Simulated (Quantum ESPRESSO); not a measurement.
CuI (Marshite) in Quantum ESPRESSO: the effect of functional

CuI (Marshite):

```xyz
2
Lattice="0.0000 3.0315 3.0315 3.0315 0.0000 3.0315 3.0315 3.0315 0.0000" Properties=species:S:1:pos:R:3 pbc="T T T"
I     0.0000    0.0000    0.0000
Cu    4.5473    4.5473    4.5473
```

Alike in all runs:

```yaml
Program: Quantum ESPRESSO 7.5
Task: dielectric tensor
Cutoff: 762 eV
Density_cutoff: 6095 eV
k_mesh: 6 × 6 × 6, shifted
Occupations: fermi-dirac, width 0.05 eV
Spin: no spin polarisation
```

| functional | potentials or basis | pressure (GPa) | dielectric constant (mean) |
| --- | --- | --- | --- |
| LDA | GBRV 1.5 LDA | ? | ? |
| PBEsol | GBRV 1.5 PBEsol | -2.7 | 6.60 |
| WC | GBRV 1.5 PBE | -2.7 | 6.66 |
| BLYP | GBRV 1.5 PBE | 3.4 | 6.23 |

Question: What does the run with functional LDA give?

Answer: Pressure -4.5 GPa; dielectric constant 6.69 mean.

Caveats: the cell is more than 3 GPa from zero pressure, which shifts response properties (some runs); the potentials were made for another functional, which shifts forces and pressure (some runs).

Runs at the PBE level aren't shown here.
